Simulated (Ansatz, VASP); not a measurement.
# One calculation of TaN, two programs

File INCAR:

```
  ALGO = Normal
  EDIFF = 1E-6
  ENCUT = 520
  GGA = PE
  ISIF = 2
  ISMEAR = -1
  LASPH = True
  LCHARG = False
  LREAL = False
  LWAVE = False
  NBANDS = 15
  NELM = 60
  PREC = Accurate
  SIGMA = 0.05
```

The input KPOINTS:

```
k-points
0
Gamma
  10 10 10
```

The input POSCAR:

```
TaN
1.0
    2.7139695020      0.0000000000      0.0000000000
    0.0000000000      2.7139695020      0.0000000000
    0.0000000000      0.0000000000      2.7139695020
Ta N
1 1
Direct
    0.0000000000      0.0000000000      0.0000000000
    0.5000000000      0.5000000000      0.5000000000
```

The input input.yaml:

```yaml
crystal:
  lattice:
    - [2.713969502, 0.0, 0.0]
    - [0.0, 2.713969502, 0.0]
    - [0.0, 0.0, 2.713969502]
  atoms:
    - { symbol: Ta, position: [0.0, 0.0, 0.0] }
    - { symbol: "N", position: [0.5, 0.5, 0.5] }
hamiltonian:
  xc: pbe
  pseudopotentials: { kind: paw }
kpoints:
  mp_grid: { grid: [10, 10, 10] }
scf:
  occupations: { method: fermi_dirac, width: 0.05 }
output:
  forces: true
  stress: true
  eigenvalues: true
```

The cell comes from a database or a generator and needn't be the stable form of this composition.

Alike in both runs: task single point; functional PBE; k mesh 10 × 10 × 10; occupations fermi-dirac, width 0.05 eV; no spin polarisation.

```csv
,VASP,Ansatz
version,VASP 6.6.1,Ansatz 0.2.0
potentials or method,"VASP PAW PBE potentials, release 64 (Ta_pv, N)",Ansatz PAW
plane-wave cutoff (eV),520,420
valence electrons in the cell,16,18
```

Ansatz gave:

| Item | Value |
| --- | --- |
| gap on the k mesh at the Fermi level (eV) | none |
| pressure (GPa) | 13.2 |

Which values does VASP return?

gap on the k mesh at the Fermi level (eV): none; pressure (GPa): 14.1.

A gap of «none» marks a metal or a gap that the smearing closes. The functional is the same, so the differences come from potentials, cutoffs and numerics. The two sets of potentials don't hold the same shells in valence.

Caveats: the pressure holds a Pulay correction of +0.5 GPa for the finite cutoff (Ansatz). Spin-orbit coupling is left out, which matters for the levels of Ta.
